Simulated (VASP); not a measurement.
# AlN (P6_3/mmc) in VASP: a series of runs, part 2 of 2

VASP 6.6.1.

## 4. Single point, PBEsol

INCAR

```
PREC     = Accurate       # precision mode
ENCUT    = 450            # plane-wave cutoff, eV
EDIFF    = 1E-6           # SCF threshold, eV
ISMEAR   = 0              # smearing method
SIGMA    = 0.05           # smearing width, eV
LREAL    = False          # projectors in reciprocal space
LASPH    = True           # aspherical terms in the spheres
NELM     = 100            # most SCF steps
ALGO     = Normal         # electronic algorithm
ISIF     = 2              # what is computed and relaxed
LWAVE    = False          # write WAVECAR
LCHARG   = False          # write CHGCAR
GGA      = PS             # functional
ADDGRID  = False
```

KPOINTS

```
regular mesh
0
Gamma
  11 11 8
```

POSCAR

```
AlN
1.0
    3.3121157418      0.0000000000      0.0000000000
   -1.6560578709      2.8683763727      0.0000000000
    0.0000000000      0.0000000000      4.1875630000
Al N
2 2
Direct
    0.6237580000      0.3299140000      0.2556100000
    0.3117670000      0.6288490000      0.7350250000
    0.6903480000      0.3199170000      0.7468030000
    0.3351220000      0.6696830000      0.2481240000
```

Potentials or basis: VASP PAW PBE potentials, release 64 (Al, N).

Started as:

```bash
$ cat potpaw_PBE.64/Al/POTCAR potpaw_PBE.64/N/POTCAR > POTCAR
$ mpirun -np 1 vasp_std > vasp.out
```

OUTCAR:

```text
PREC = Accurate
   ENCUT = 450
   EDIFF = 1E-6
   ISMEAR = 0
   LREAL = False
   LASPH = True
   NELM = 100
   ISIF = 2
   GGA = PS

 Found    485 irreducible k-points:

 Following reciprocal coordinates:
            Coordinates               Weight
  0.000000  0.000000  0.000000      1.000000
  0.090909  0.000000  0.000000      2.000000
  0.000000  0.090909  0.000000      2.000000
 -0.090909  0.090909  0.000000      2.000000
  0.181818 -0.000000  0.000000      2.000000
  0.000000  0.181818  0.000000      2.000000
   k-points           NKPTS =    485   k-points in BZ     NKDIM =    485   number of bands    NBANDS=     12
   number of dos      NEDOS =    301   number of ions     NIONS =      4
   total plane-waves  NPLWV =  17280
   dimension x,y,z NGX =    24 NGY =   24 NGZ =   30
   dimension x,y,z NGXF=    48 NGYF=   48 NGZF=   60
   ions per type =               2   2
   NGX,Y,Z   is equivalent  to a cutoff of  12.05, 12.05, 11.91 a.u.
   NGXF,Y,Z  is equivalent  to a cutoff of  24.09, 24.09, 23.82 a.u.
 SYSTEM =  unknown system
   PREC   = accura    normal or accurate (medium, high low for compatibility)
   ISTART =      0    job   : 0-new  1-cont  2-samecut
   ICHARG =      2    charge: 1-file 2-atom 10-const
   ISPIN  =      1    spin polarized calculation?
   LNONCOLLINEAR =      F non collinear calculations
   LSORBIT =      F    spin-orbit coupling
   LASPH  =      T    aspherical Exc in radial PAW
   ENCUT  =  450.0 eV  33.07 Ry    5.75 a.u.   5.73  5.73  7.24*2*pi/ulx,y,z
   NELM   =    100;   NELMIN=  2; NELMDL= -5     # of ELM steps
   EDIFF  = 0.1E-05   stopping-criterion for ELM
   LREAL  =      F    real-space projection
   EDIFFG = 0.1E-04   stopping-criterion for IOM
   NSW    =      0    number of steps for IOM
   IBRION =     -1    ionic relax: 0-MD 1-quasi-New 2-CG
   NFREE  =      0    steps in history (QN), initial steepest desc. (CG)
   ISIF   =      2    stress and relaxation
   ISYM   =      2    0-nonsym 1-usesym 2-fastsym
   POTIM  = 0.5000    time-step for ionic-motion
   TEBEG  =    0.0;   TEEND  =   0.0 temperature during run
   PSTRESS=    0.0 pullay stress
   NELECT =      16.0000    total number of electrons
   NUPDOWN=      -1.0000    fix difference up-down
   EMIN   =  10.00;   EMAX   =-10.00  energy-range for DOS
   EFERMI =   0.00;   METHOD = LEGACY
[... 21 lines left out ...]
   NGX = 11   NGY = 11   NGZ = 15

 number of electron      16.0000000 magnetization

 Free energy of the ion-electron system (eV)
  ---------------------------------------------------
  ext. energy  EPLUGINS =         0.00000000
  ---------------------------------------------------
  free energy    TOTEN  =       -30.55089190 eV

  energy without entropy =      -30.55089190  energy(sigma->0) =      -30.55089190

 E-fermi :   8.0581     XC(G=0): -11.3508

 val. band max:        7.8500793422   @ k =   0.0000   0.0000   0.0000
 cond. band min:      10.9399844865   @ k =   0.0000   0.0000   0.0000
 fundamental gap:      3.0899051443
 Fermi energy:         8.0581015328

 k-point     1 :       0.0000    0.0000    0.0000
  band No.  band energies     occupation
      1      -8.9212      2.00000
      2      -5.2653      2.00000
      3       0.9539      2.00000
      4       4.5146      2.00000
      5       4.5590      2.00000
      6       6.0456      2.00000
      7       6.4560      2.00000
      8       7.8501      2.00000
      9      10.9400      0.00000
     10      12.1462      0.00000
     11      15.5517      0.00000
     12      16.4745      0.00000
[... 61 lines left out ...]
 k-point     6 :       0.0000    0.1818    0.0000
  band No.  band energies     occupation
      1      -8.5498      2.00000
      2      -5.2739      2.00000
      3       1.3574      2.00000
      4       3.3736      2.00000
      5       4.0946      2.00000
      6       5.2273      2.00000
      7       6.2813      2.00000
      8       7.2329      2.00000
      9      12.1901      0.00000
     10      13.3052      0.00000
     11      14.8346      0.00000
     12      17.2906      0.00000

 [... further k-points ...]

------------------------ aborting loop because EDIFF is reached ----------------------------------------

  FORCE on cell =-STRESS in cart. coord.  units (eV):
  Direction    XX          YY          ZZ          XY          YZ          ZX
  --------------------------------------------------------------------------------------
  -------------------------------------------------------------------------------------
  Total        0.7865011     -0.7111580     -0.9120697      0.2600579      0.0788195     -0.2425782
  in kB       31.6742906    -28.6400447    -36.7312439     10.4731591      3.1742491     -9.7692095
  external PRESSURE =     -11.2323327 kB  Pullay stress =       0.0000000 kB

 VOLUME and BASIS-vectors are now :
 -----------------------------------------------------------------------------
  energy-cutoff  :      450.00
  volume of cell :       39.78
      direct lattice vectors                 reciprocal lattice vectors
     3.312115742  0.000000000  0.000000000     0.301921816  0.174314642  0.000000000
    -1.656057871  2.868376373  0.000000000     0.000000000  0.348629284  0.000000000
     0.000000000  0.000000000  4.187563000     0.000000000  0.000000000  0.238802377

 POSITION                                       TOTAL-FORCE (eV/Angst)
 -----------------------------------------------------------------------------------
      1.51960      0.94632      1.07038         2.508594     -0.441809     -0.623721
     -0.00880      1.80378      3.07796         1.606076      1.579888      0.646329
      1.75671      0.91764      3.12728        -2.644775     -0.985171     -0.043878
      0.00093      1.92090      1.03903        -1.469895     -0.152908      0.021270
 -----------------------------------------------------------------------------------
    total drift:                                0.000027      0.000329      0.000169

  FREE ENERGIE OF THE ION-ELECTRON SYSTEM (eV)
  ---------------------------------------------------
  free  energy   TOTEN  =       -30.5508918993 eV

  energy  without entropy=      -30.5508918993  energy(sigma->0) =      -30.55089190
```

It took 46 s on 1 thread of Intel Xeon 6975P-C (Granite Rapids), shared host; peak memory 0.28 GiB.

The run converged, but some of its settings lie outside the range that counts as converged, so its numbers aren't taken as properties of the crystal.

Results:

```yaml
Free_energy: -30.5509 eV
Largest_force: 2.823 eV/Å
Band_gap_on_the_k_mesh: 3.09 eV, direct
```

Caveat: the cutoff is under 1.25 times the usual one of these potentials, so pressure, stress and relaxed cells hold a basis-set (Pulay) error; the PAW data sets were made with another functional, which shifts forces and pressure a little; an odd mesh through Γ misses points on the zone boundary, where band edges often lie.

## 5. Single point, PBEsol

INCAR: that of step 4 with these lines changed.

```diff
@@ -1,3 +1,3 @@
 PREC     = Accurate       # precision mode
-ENCUT    = 450            # plane-wave cutoff, eV
+ENCUT    = 550            # plane-wave cutoff, eV
 EDIFF    = 1E-6           # SCF threshold, eV
```

KPOINTS is that of step 4.

POSCAR

```
AlN
1.0
    3.3121157418      0.0000000000      0.0000000000
   -1.6560578709      2.8683763727      0.0000000000
    0.0000000000      0.0000000000      4.1875630000
Al N
2 2
Direct
    0.6666666667      0.3333333333      0.2500000000
    0.3333333333      0.6666666667      0.7500000000
    0.6666666667      0.3333333333      0.7500000000
    0.3333333333      0.6666666667      0.2500000000
```

Started as:

```bash
$ cat potpaw_PBE.64/Al/POTCAR potpaw_PBE.64/N/POTCAR > POTCAR
$ mpirun -np 1 vasp_std > vasp.out
```

It took 14 s on 1 thread of Intel Xeon 6975P-C (Granite Rapids), shared host; peak memory 0.18 GiB.

The run converged, but some of its settings lie outside the range that counts as converged, so its numbers aren't taken as properties of the crystal.

What came out:

- Free energy: -30.9380 eV
- Pressure: -3.6 GPa
- Band gap on the k mesh: 3.19 eV, direct

Caveat: the PAW data sets were made with another functional, which shifts forces and pressure a little; an odd mesh through Γ misses points on the zone boundary, where band edges often lie.

## 6. Single point, PBEsol

INCAR is that of step 5.

KPOINTS is that of step 5.

POSCAR

```
AlN
1.0
    3.3121157418      0.0000000000      0.0000000000
   -1.6560578709      2.8683763727      0.0000000000
    0.0000000000      0.0000000000      4.1875630000
Al N
2 2
Direct
    0.6237580000      0.3299140000      0.2556100000
    0.3117670000      0.6288490000      0.7350250000
    0.6903480000      0.3199170000      0.7468030000
    0.3351220000      0.6696830000      0.2481240000
```

Potentials or basis: VASP PAW PBE potentials, release 64 (Al, N).

Started as:

```bash
$ cat potpaw_PBE.64/Al/POTCAR potpaw_PBE.64/N/POTCAR > POTCAR
$ mpirun -np 1 vasp_std > vasp.out
```

OUTCAR:

```text
PREC = Accurate
   ENCUT = 550
   EDIFF = 1E-6
   ISMEAR = 0
   LREAL = False
   LASPH = True
   NELM = 100
   ISIF = 2
   GGA = PS

 Found    485 irreducible k-points:

 Following reciprocal coordinates:
            Coordinates               Weight
  0.000000  0.000000  0.000000      1.000000
  0.090909  0.000000  0.000000      2.000000
  0.000000  0.090909  0.000000      2.000000
 -0.090909  0.090909  0.000000      2.000000
  0.181818 -0.000000  0.000000      2.000000
  0.000000  0.181818  0.000000      2.000000
   k-points           NKPTS =    485   k-points in BZ     NKDIM =    485   number of bands    NBANDS=     12
   number of dos      NEDOS =    301   number of ions     NIONS =      4
   total plane-waves  NPLWV =  25088
   dimension x,y,z NGX =    28 NGY =   28 NGZ =   32
   dimension x,y,z NGXF=    56 NGYF=   56 NGZF=   64
   ions per type =               2   2
   NGX,Y,Z   is equivalent  to a cutoff of  14.05, 14.05, 12.70 a.u.
   NGXF,Y,Z  is equivalent  to a cutoff of  28.11, 28.11, 25.41 a.u.
 SYSTEM =  unknown system
   PREC   = accura    normal or accurate (medium, high low for compatibility)
   ISTART =      0    job   : 0-new  1-cont  2-samecut
   ICHARG =      2    charge: 1-file 2-atom 10-const
   ISPIN  =      1    spin polarized calculation?
   LNONCOLLINEAR =      F non collinear calculations
   LSORBIT =      F    spin-orbit coupling
   LASPH  =      T    aspherical Exc in radial PAW
   ENCUT  =  550.0 eV  40.42 Ry    6.36 a.u.   6.33  6.33  8.01*2*pi/ulx,y,z
   NELM   =    100;   NELMIN=  2; NELMDL= -5     # of ELM steps
   EDIFF  = 0.1E-05   stopping-criterion for ELM
   LREAL  =      F    real-space projection
   EDIFFG = 0.1E-04   stopping-criterion for IOM
   NSW    =      0    number of steps for IOM
   IBRION =     -1    ionic relax: 0-MD 1-quasi-New 2-CG
   NFREE  =      0    steps in history (QN), initial steepest desc. (CG)
   ISIF   =      2    stress and relaxation
   ISYM   =      2    0-nonsym 1-usesym 2-fastsym
   POTIM  = 0.5000    time-step for ionic-motion
   TEBEG  =    0.0;   TEEND  =   0.0 temperature during run
   PSTRESS=    0.0 pullay stress
   NELECT =      16.0000    total number of electrons
   NUPDOWN=      -1.0000    fix difference up-down
   EMIN   =  10.00;   EMAX   =-10.00  energy-range for DOS
   EFERMI =   0.00;   METHOD = LEGACY
[... 22 lines left out ...]
   NGX = 13   NGY = 13   NGZ = 17

 number of electron      15.9999999 magnetization

 Free energy of the ion-electron system (eV)
  ---------------------------------------------------
  ext. energy  EPLUGINS =         0.00000000
  ---------------------------------------------------
  free energy    TOTEN  =       -30.54654659 eV

  energy without entropy =      -30.54654659  energy(sigma->0) =      -30.54654659

 E-fermi :   8.0562     XC(G=0): -11.3506

 val. band max:        7.8480039797   @ k =   0.0000   0.0000   0.0000
 cond. band min:      10.9395475216   @ k =   0.0000   0.0000   0.0000
 fundamental gap:      3.0915435418
 Fermi energy:         8.0562322830

 k-point     1 :       0.0000    0.0000    0.0000
  band No.  band energies     occupation
      1      -8.9215      2.00000
      2      -5.2653      2.00000
      3       0.9541      2.00000
      4       4.5145      2.00000
      5       4.5589      2.00000
      6       6.0451      2.00000
      7       6.4556      2.00000
      8       7.8480      2.00000
      9      10.9395      0.00000
     10      12.1454      0.00000
     11      15.5506      0.00000
     12      16.4732      0.00000
[... 61 lines left out ...]
 k-point     6 :       0.0000    0.1818    0.0000
  band No.  band energies     occupation
      1      -8.5499      2.00000
      2      -5.2738      2.00000
      3       1.3576      2.00000
      4       3.3737      2.00000
      5       4.0949      2.00000
      6       5.2272      2.00000
      7       6.2814      2.00000
      8       7.2320      2.00000
      9      12.1888      0.00000
     10      13.3041      0.00000
     11      14.8332      0.00000
     12      17.2898      0.00000

 [... further k-points ...]

------------------------ aborting loop because EDIFF is reached ----------------------------------------

  FORCE on cell =-STRESS in cart. coord.  units (eV):
  Direction    XX          YY          ZZ          XY          YZ          ZX
  --------------------------------------------------------------------------------------
  -------------------------------------------------------------------------------------
  Total        0.9946628     -0.5033202     -0.6741133      0.2625255      0.0790638     -0.2427274
  in kB       40.0574668    -20.2699178    -27.1481647     10.5725344      3.1840911     -9.7752173
  external PRESSURE =      -2.4535385 kB  Pullay stress =       0.0000000 kB

 VOLUME and BASIS-vectors are now :
 -----------------------------------------------------------------------------
  energy-cutoff  :      550.00
  volume of cell :       39.78
      direct lattice vectors                 reciprocal lattice vectors
     3.312115742  0.000000000  0.000000000     0.301921816  0.174314642  0.000000000
    -1.656057871  2.868376373  0.000000000     0.000000000  0.348629284  0.000000000
     0.000000000  0.000000000  4.187563000     0.000000000  0.000000000  0.238802377

 POSITION                                       TOTAL-FORCE (eV/Angst)
 -----------------------------------------------------------------------------------
      1.51960      0.94632      1.07038         2.505202     -0.441447     -0.623930
     -0.00880      1.80378      3.07796         1.603231      1.577924      0.646589
      1.75671      0.91764      3.12728        -2.642837     -0.982882     -0.043820
      0.00093      1.92090      1.03903        -1.465597     -0.153596      0.021161
 -----------------------------------------------------------------------------------
    total drift:                               -0.000148     -0.000143     -0.000264

  FREE ENERGIE OF THE ION-ELECTRON SYSTEM (eV)
  ---------------------------------------------------
  free  energy   TOTEN  =       -30.5465465944 eV

  energy  without entropy=      -30.5465465944  energy(sigma->0) =      -30.54654659
```

OSZICAR:

```text
N       E                     dE             d eps       ncg     rms          rms(c)
DAV:   1     0.555047140232E+02    0.55505E+02   -0.79680E+03 11672   0.126E+03
DAV:   2    -0.306918437357E+02   -0.86197E+02   -0.78560E+02 17240   0.233E+02
DAV:   3    -0.348252697774E+02   -0.41334E+01   -0.41108E+01 15196   0.560E+01
DAV:   4    -0.348616887434E+02   -0.36419E-01   -0.36405E-01 13748   0.592E+00
DAV:   5    -0.348622416110E+02   -0.55287E-03   -0.55282E-03 14748   0.739E-01    0.114E+01
DAV:   6    -0.306365451981E+02    0.42257E+01   -0.14315E+01 14260   0.293E+01    0.408E+00
DAV:   7    -0.305878084244E+02    0.48737E-01   -0.60269E-01 13748   0.627E+00    0.274E+00
DAV:   8    -0.305504891246E+02    0.37319E-01   -0.85149E-02 13676   0.303E+00    0.494E-01
DAV:   9    -0.305463595017E+02    0.41296E-02   -0.16447E-02 15076   0.101E+00    0.246E-01
DAV:  10    -0.305465697404E+02   -0.21024E-03   -0.10531E-03 13796   0.282E-01    0.749E-02
DAV:  11    -0.305465448900E+02    0.24850E-04   -0.11268E-04 14172   0.103E-01    0.154E-02
DAV:  12    -0.305465467035E+02   -0.18135E-05   -0.46720E-06 14492   0.205E-02    0.581E-03
DAV:  13    -0.305465465944E+02    0.10908E-06   -0.63074E-07  7960   0.754E-03
   1 F= -.30546547E+02 E0= -.30546547E+02  d E =-.855629E-12
```

stdout:

```text
POSCAR found type information on POSCAR AlN
 POSCAR found :  2 types and       4 ions
 scaLAPACK will be used
 -----------------------------------------------------------------------------
|                                                                             |
|                                                                             |
|     You enforced a specific xc type in the INCAR file but a different       |
|     I HOPE YOU KNOW WHAT YOU ARE DOING!                                     |
|                                                                             |
 -----------------------------------------------------------------------------

 LDA part: xc-table for (Slater+PW92), standard interpolation
 POSCAR, INCAR and KPOINTS ok, starting setup
 FFT: planning ... GRIDC
 FFT: planning ... GRID_SOFT
 FFT: planning ... GRID
 WAVECAR not read
 entering main loop
```

Run time: 84 s. Hardware: 1 thread of Intel Xeon 6975P-C (Granite Rapids), shared host; peak memory 0.34 GiB.

These settings aren't checked as converged: the numbers below hold their error.

What came out:

```yaml
Free_energy: -30.5465 eV
Pressure: -0.2 GPa
Largest_force: 2.820 eV/Å
Band_gap_on_the_k_mesh: 3.09 eV, direct
```

Caveat: the PAW data sets were made with another functional, which shifts forces and pressure a little; an odd mesh through Γ misses points on the zone boundary, where band edges often lie.
